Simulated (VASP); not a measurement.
# BN (F-43m) in VASP: notebook

BN is run at these levels: r2SCAN; tasks: single point.

Program: VASP 6.6.1. These are calculated values, not measurements. Logs are shortened: lines on timing, memory, paths and dates and some standing lists are left out, and cuts for length are marked.

**What was measured.**

From a printed reference work, monograph, for a bulk crystal of BN at 300 K: band gap 6.4 eV (indirect).

The results are compared with them further down.

## Step 1: The cell of the first run

It takes space group F-43m (No. 216, cubic). Conventional cell: a = 3.610 Å, b = 3.610 Å, c = 3.610 Å, α = 90.00°, β = 90.00°, γ = 90.00°. B (site symmetry -43m) has 4 N at 1.56 Å within 2.1 Å. N (site symmetry -43m) has 4 B at 1.56 Å within 2.1 Å.

## Step 2: Single point, r2SCAN

POSCAR reads:

```
BN
1.0
    0.0000000000      1.8048042025      1.8048042025
    1.8048042025      0.0000000000      1.8048042025
    1.8048042025      1.8048042025      0.0000000000
B N
1 1
Direct
    0.0000000000      0.0000000000      0.0000000000
    0.7500000000      0.7500000000      0.7500000000
```

INCAR.step1 reads:

```
SYSTEM = BN
PREC = Accurate
ENCUT = 1460
ISMEAR = 0
SIGMA = 0.05
LREAL = .FALSE.
LASPH = .TRUE.
NELM = 120
NBANDS = 11
GGA = PE
ALGO = Normal
EDIFF = 1E-5
LWAVE = .TRUE.
LCHARG = .FALSE.
GGA_COMPAT = .FALSE.
```

INCAR.step2 reads:

```
SYSTEM = BN
PREC = Accurate
ENCUT = 1460
EDIFF = 1E-6
ISMEAR = 0
SIGMA = 0.05
LREAL = .FALSE.
LASPH = .TRUE.
NELM = 120
ALGO = Normal
ISIF = 2
LWAVE = .FALSE.
LCHARG = .FALSE.
METAGGA = R2SCAN
LMIXTAU = .TRUE.
NBANDS = 11
ISTART = 1
GGA_COMPAT = .FALSE.
```

KPOINTS reads:

```
Automatic mesh
0
G
  12 12 12
  0 0 0
```

Potentials or basis: VASP PAW PBE potentials, release 64 (B_h, N_h).

Launch:

```
$ cat potpaw_PBE.64/B_h/POTCAR potpaw_PBE.64/N_h/POTCAR > POTCAR
$ cp INCAR.step1 INCAR
$ mpirun -np 1 vasp_std > vasp.out
$ cp INCAR.step2 INCAR
$ mpirun -np 1 vasp_std > vasp.out
```

OUTCAR:

```text
SYSTEM = BN
   PREC = Accurate
   ENCUT = 1460
   EDIFF = 1E-6
   ISMEAR = 0
   LREAL = .FALSE.
   LASPH = .TRUE.
   NELM = 120
   ISIF = 2
   METAGGA = R2SCAN
   ISTART = 1

 ion  position               nearest neighbor table
   1  0.000  0.000  0.000-
   2  0.750  0.750  0.750-

  LATTYP: Found a face centered cubic cell.
 ALAT       =     3.6096084050

  Lattice vectors:

 A1 = (   0.0000000000,   1.8048042025,   1.8048042025)
 A2 = (   1.8048042025,   0.0000000000,   1.8048042025)
 A3 = (   1.8048042025,   1.8048042025,   0.0000000000)

Analysis of symmetry for initial positions (statically):
=====================================================================
 Subroutine PRICEL returns:
 Original cell was already a primitive cell.

 Routine SETGRP: Setting up the symmetry group for a
 face centered cubic supercell.

 Subroutine GETGRP returns: Found 24 space group operations
 (whereof 24 operations were pure point group operations)
 out of a pool of 48 trial point group operations.

The static configuration has the point symmetry T_d .

Analysis of symmetry for dynamics (positions and initial velocities):
=====================================================================
 Subroutine PRICEL returns:
 Original cell was already a primitive cell.

 Routine SETGRP: Setting up the symmetry group for a
 face centered cubic supercell.

 Subroutine GETGRP returns: Found 24 space group operations
 (whereof 24 operations were pure point group operations)
 out of a pool of 48 trial point group operations.

The dynamic configuration has the point symmetry T_d .

 Subroutine INISYM returns: Found 24 space group operations
 (whereof 24 operations are pure point group operations),
 and found     1 'primitive' translations

----------------------------------------------------------------------------------------

                                     Primitive cell

  volume of cell :      11.7576

  direct lattice vectors                    reciprocal lattice vectors
     0.000000000  1.804804202  1.804804202    -0.277038362  0.277038362  0.277038362
     1.804804202  0.000000000  1.804804202     0.277038362 -0.277038362  0.277038362
     1.804804202  1.804804202  0.000000000     0.277038362  0.277038362 -0.277038362

  length of vectors
     2.552378581  2.552378581  2.552378581     0.479844519  0.479844519  0.479844519

  position of ions in fractional coordinates (direct lattice)
     0.000000000  0.000000000  0.000000000
     0.750000000  0.750000000  0.750000000

  ion indices of the primitive-cell ions
   primitive index   ion index
                 1           1
                 2           2

----------------------------------------------------------------------------------------

 KPOINTS: Automatic mesh

Automatic generation of k-mesh.
 Grid dimensions read from file:
 generate k-points for:   12   12   12

 Generating k-lattice:

  Cartesian coordinates                     Fractional coordinates (reciprocal lattice)
    -0.023086530  0.023086530  0.023086530     0.083333333  0.000000000  0.000000000
     0.023086530 -0.023086530  0.023086530     0.000000000  0.083333333  0.000000000
     0.023086530  0.023086530 -0.023086530     0.000000000  0.000000000  0.083333333

  Length of vectors
     0.039987043  0.039987043  0.039987043

  Shift w.r.t. Gamma in fractional coordinates (k-lattice)
     0.000000000  0.000000000  0.000000000

 Subroutine IBZKPT returns following result:
 ===========================================

 Found     72 irreducible k-points:

 Following reciprocal coordinates:
            Coordinates               Weight
  0.000000  0.000000  0.000000      1.000000
  0.083333  0.000000  0.000000      8.000000
  0.166667  0.000000  0.000000      8.000000
  0.250000  0.000000  0.000000      8.000000
  0.333333  0.000000  0.000000      8.000000
  0.416667  0.000000  0.000000      8.000000
[... 16 lines left out ...]
  0.500000  0.166667  0.000000     24.000000
 -0.416667  0.166667  0.000000     24.000000
 [... further k-points ...]
   k-points           NKPTS =     72   k-points in BZ     NKDIM =     72   number of bands    NBANDS=     11
   number of dos      NEDOS =    301   number of ions     NIONS =      2
   total plane-waves  NPLWV =  32768
   dimension x,y,z NGX =    32 NGY =   32 NGZ =   32
   dimension x,y,z NGXF=    64 NGYF=   64 NGZF=   64
   ions per type =               1   1
   NGX,Y,Z   is equivalent  to a cutoff of  20.84, 20.84, 20.84 a.u.
   NGXF,Y,Z  is equivalent  to a cutoff of  41.69, 41.69, 41.69 a.u.
 SYSTEM =  BN
   PREC   = accura    normal or accurate (medium, high low for compatibility)
   ISTART =      1    job   : 0-new  1-cont  2-samecut
   ICHARG =      0    charge: 1-file 2-atom 10-const
   ISPIN  =      1    spin polarized calculation?
   LNONCOLLINEAR =      F non collinear calculations
   LSORBIT =      F    spin-orbit coupling
   LASPH  =      T    aspherical Exc in radial PAW
   ENCUT  = 1460.0 eV 107.31 Ry   10.36 a.u.   7.95  7.95  7.95*2*pi/ulx,y,z
   NELM   =    120;   NELMIN=  2; NELMDL=  0     # of ELM steps
   EDIFF  = 0.1E-05   stopping-criterion for ELM
   LREAL  =      F    real-space projection
   EDIFFG = 0.1E-04   stopping-criterion for IOM
   NSW    =      0    number of steps for IOM
   IBRION =     -1    ionic relax: 0-MD 1-quasi-New 2-CG
   NFREE  =      0    steps in history (QN), initial steepest desc. (CG)
   ISIF   =      2    stress and relaxation
   ISYM   =      2    0-nonsym 1-usesym 2-fastsym
   POTIM  = 0.5000    time-step for ionic-motion
   TEBEG  =    0.0;   TEEND  =   0.0 temperature during run
   PSTRESS=    0.0 pullay stress
   NELECT =       8.0000    total number of electrons
   NUPDOWN=      -1.0000    fix difference up-down
   EMIN   =  10.00;   EMAX   =-10.00  energy-range for DOS
   EFERMI =   0.00;   METHOD = LEGACY
   ISMEAR =     0;   SIGMA  =   0.05  broadening in eV -4-tet -1-fermi 0-gaus
   EFERMI_NEDOS =   21; number of points for ismear=-14 and -15
   IALGO  =     38    algorithm
   IMIX   =      4    mixing-type and parameters
     AMIX     =   0.40;   BMIX     =  1.00
     AMIX_MAG =   1.60;   BMIX_MAG =  1.00
  volume/ion in A,a.u.               =       5.88        39.67
  Fermi-wavevector in a.u.,A,eV,Ry     =   1.439897  2.721011 28.209002  2.073303
  Thomas-Fermi vector in A             =   2.558701
   LORBIT       =      0    0 simple, 1 ext, 2 COOP (PROOUT), +10 PAW based schemes
   METAGGA = R2SCAN    functional components
   LHFCALC =     F    Hartree Fock is set to
   AEXX    =    0.0000 exact exchange contribution
   IVDW    =     0    specifies the selected vdW correction
   LEPSILON=     F    determine dielectric tensor
   LRPA    =     F    only Hartree local field effects (RPA)
 non-spin polarized calculation
 Gauss-broadening in eV      SIGMA  =   0.05
  energy-cutoff  :     1460.00
  volume of cell :       11.76
 maximum number of plane-waves:      1524
   NGX = 15   NGY = 15   NGZ = 15

 number of electron       8.0000000 magnetization

 Free energy of the ion-electron system (eV)
  ---------------------------------------------------
  ext. energy  EPLUGINS =         0.00000000
  ---------------------------------------------------
  free energy    TOTEN  =       -19.20398880 eV

  energy without entropy =      -19.20398880  energy(sigma->0) =      -19.20398880

 E-fermi :   9.2310     XC(G=0): -13.7802

 val. band max:        8.9857879665   @ k =   0.0000   0.0000   0.0000
 cond. band min:      13.9838541348   @ k =   0.5000   0.5000   0.0000
 fundamental gap:      4.9980661684
 Fermi energy:         9.2310402567

 k-point     1 :       0.0000    0.0000    0.0000
  band No.  band energies     occupation
      1     -12.3488      2.00000
      2       8.9858      2.00000
      3       8.9858      2.00000
      4       8.9858      2.00000
      5      18.5576      0.00000
      6      18.5576      0.00000
      7      18.5576      0.00000
      8      20.1261      0.00000
      9      35.2158      0.00000
     10      37.7438      0.00000
     11      37.7438      0.00000

 k-point     2 :       0.0833    0.0000    0.0000
  band No.  band energies     occupation
      1     -12.1733      2.00000
      2       8.0325      2.00000
      3       8.7992      2.00000
      4       8.7992      2.00000
      5      18.7822      0.00000
      6      18.8463      0.00000
      7      18.8463      0.00000
      8      20.7145      0.00000
      9      35.0108      0.00000
     10      35.6475      0.00000
     11      35.6475      0.00000

 k-point     3 :       0.1667    0.0000    0.0000
  band No.  band energies     occupation
      1     -11.6538      2.00000
      2       5.8352      2.00000
      3       8.3438      2.00000
      4       8.3438      2.00000
      5      19.0963      0.00000
      6      19.5171      0.00000
      7      19.5171      0.00000
      8      22.1368      0.00000
      9      34.0438      0.00000
     10      34.0438      0.00000
     11      34.4340      0.00000

 k-point     4 :       0.2500    0.0000    0.0000
  band No.  band energies     occupation
      1     -10.8166      2.00000
      2       3.2561      2.00000
      3       7.8156      2.00000
      4       7.8157      2.00000
      5      19.3791      0.00000
      6      20.1523      0.00000
      7      20.1523      0.00000
      8      23.5894      0.00000
      9      33.6542      0.00000
     10      33.6542      0.00000
     11      33.8557      0.00000
[... 239 lines left out ...]
 k-point    22 :       0.4167    0.1667    0.0000
  band No.  band energies     occupation
      1      -8.8103      2.00000
      2       0.4472      2.00000
      3       5.7090      2.00000
      4       5.9115      2.00000
      5      18.1984      0.00000
      6      22.2929      0.00000
      7      22.8432      0.00000
      8      23.7413      0.00000
      9      30.7155      0.00000
     10      36.7941      0.00000
     11      38.8332      0.00000

 k-point    23 :       0.5000    0.1667    0.0000
  band No.  band energies     occupation
      1      -7.8371      2.00000
      2      -1.1432      2.00000
      3       5.0971      2.00000
      4       5.9866      2.00000
      5      18.5568      0.00000
      6      22.2111      0.00000
      7      22.5695      0.00000
      8      25.1811      0.00000
      9      31.1203      0.00000
     10      37.0290      0.00000
     11      38.0618      0.00000

 k-point    24 :      -0.4167    0.1667    0.0000
  band No.  band energies     occupation
      1      -7.6549      2.00000
      2      -1.4118      2.00000
      3       4.6783      2.00000
      4       6.3151      2.00000
      5      19.0276      0.00000
      6      22.0600      0.00000
      7      22.1480      0.00000
      8      25.8725      0.00000
      9      31.4130      0.00000
     10      35.6097      0.00000
     11      37.3389      0.00000

 [... further k-points ...]
[... 5 lines left out ...]
  --------------------------------------------------------------------------------------
  -------------------------------------------------------------------------------------
  Total       -0.0310816     -0.0310816     -0.0310816      0.0000000      0.0000000      0.0000000
  in kB       -4.2353892     -4.2353892     -4.2353892      0.0000000      0.0000000      0.0000000
  external PRESSURE =      -4.2353892 kB  Pullay stress =       0.0000000 kB

 VOLUME and BASIS-vectors are now :
 -----------------------------------------------------------------------------
  energy-cutoff  :     1460.00
  volume of cell :       11.76
      direct lattice vectors                 reciprocal lattice vectors
     0.000000000  1.804804202  1.804804202    -0.277038362  0.277038362  0.277038362
     1.804804202  0.000000000  1.804804202     0.277038362 -0.277038362  0.277038362
     1.804804202  1.804804202  0.000000000     0.277038362  0.277038362 -0.277038362

 POSITION                                       TOTAL-FORCE (eV/Angst)
 -----------------------------------------------------------------------------------
      0.00000      0.00000      0.00000        -0.000000     -0.000000     -0.000000
      2.70721      2.70721      2.70721         0.000000      0.000000      0.000000
 -----------------------------------------------------------------------------------
    total drift:                                0.000000      0.000000      0.000000

  FREE ENERGIE OF THE ION-ELECTRON SYSTEM (eV)
  ---------------------------------------------------
  free  energy   TOTEN  =       -19.2039888013 eV

  energy  without entropy=      -19.2039888013  energy(sigma->0) =      -19.20398880
```

It took 40 s on 1 thread of Intel Xeon 6975P-C (Granite Rapids), shared host; peak memory 0.2 GiB.

What came out:

```yaml
Free_energy: -19.2040 eV
Pressure: -0.4 GPa
Band_gap_on_the_k_mesh: 5.00 eV (least direct gap 9.57 eV)
```

Caveat: the PAW data sets were made with another functional, which shifts forces and pressure a little.

## Step 3: Single point, r2SCAN (5.88 Å³/atom)

POSCAR is that of step 2.

INCAR.step1 reads:

```
PREC     = Accurate       # precision mode
ENCUT    = 1460           # plane-wave cutoff, eV
ISMEAR   = 0              # smearing method
SIGMA    = 0.05           # smearing width, eV
LREAL    = F              # projectors in reciprocal space
LASPH    = T              # aspherical terms in the spheres
NELM     = 120            # most SCF steps
NBANDS   = 11             # bands
GGA      = PE             # functional
ALGO     = Normal         # electronic algorithm
EDIFF    = 1E-5           # SCF threshold, eV
LWAVE    = T              # write WAVECAR
LCHARG   = F              # write CHGCAR
GGA_COMPAT= F
```

INCAR.step2 reads:

```
PREC     = Accurate       # precision mode
ENCUT    = 1460           # plane-wave cutoff, eV
EDIFF    = 1E-6           # SCF threshold, eV
ISMEAR   = 0              # smearing method
SIGMA    = 0.05           # smearing width, eV
LREAL    = F              # projectors in reciprocal space
LASPH    = T              # aspherical terms in the spheres
NELM     = 120            # most SCF steps
ALGO     = Normal         # electronic algorithm
ISIF     = 2              # what is computed and relaxed
LWAVE    = F              # write WAVECAR
LCHARG   = F              # write CHGCAR
METAGGA  = R2SCAN         # meta-GGA
LMIXTAU  = T            
NBANDS   = 11             # bands
ISTART   = 1            
GGA_COMPAT= F
```

KPOINTS reads:

```
Automatic mesh
0
Gamma
  12 12 12
```

Potentials or basis: VASP PAW PBE potentials, release 64 (B_h, N_h).

Launch:

```
$ cat potpaw_PBE.64/B_h/POTCAR potpaw_PBE.64/N_h/POTCAR > POTCAR
$ cp INCAR.step1 INCAR
$ mpirun -np 1 vasp_std > vasp.out
$ cp INCAR.step2 INCAR
$ mpirun -np 1 vasp_std > vasp.out
```

It took 1.8 min on 1 thread of AMD EPYC 7R13 (Zen 3), shared host; peak memory 0.17 GiB.

The run converged. Its results:

```
Free energy            : -19.2040 eV
Pressure               : -0.4 GPa
Band gap on the k mesh : 5.00 eV (least direct gap 9.57 eV)
```

Levels at points of the mesh, in eV from the valence-band top:
| k point | band 2 | band 3 | band 4 | band 5 | band 6 | band 7 |
| --- | --- | --- | --- | --- | --- | --- |
| (0.00, 0.00, 0.00) | 0.00 | 0.00 | 0.00 | 9.57 | 9.57 | 9.57 |
| (0.50, 0.00, 0.00) | -11.11 | -2.02 | -2.02 | 10.85 | 11.51 | 11.51 |
| (0.50, 0.50, 0.00) | -9.34 | -5.11 | -5.11 | 5.00 | 9.84 | 19.36 |

Caveat: the PAW data sets were made with another functional, which shifts forces and pressure a little.

## Step 4: Against experiment

Step 2. Against the measured gap of BN, 6.4 eV (indirect; 300 K; a printed reference work, monograph), the calculated 5.00 eV is off by -1.40 eV. The value is that of r2SCAN on a finite k mesh, which can miss the band edges, without temperature or zero-point motion.

Step 3. Measured gap of BN: 6.4 eV (indirect; 300 K; a printed reference work, monograph). This calculation gives 5.00 eV (-1.40 eV). The value is that of r2SCAN on a finite k mesh, which can miss the band edges, without temperature or zero-point motion.
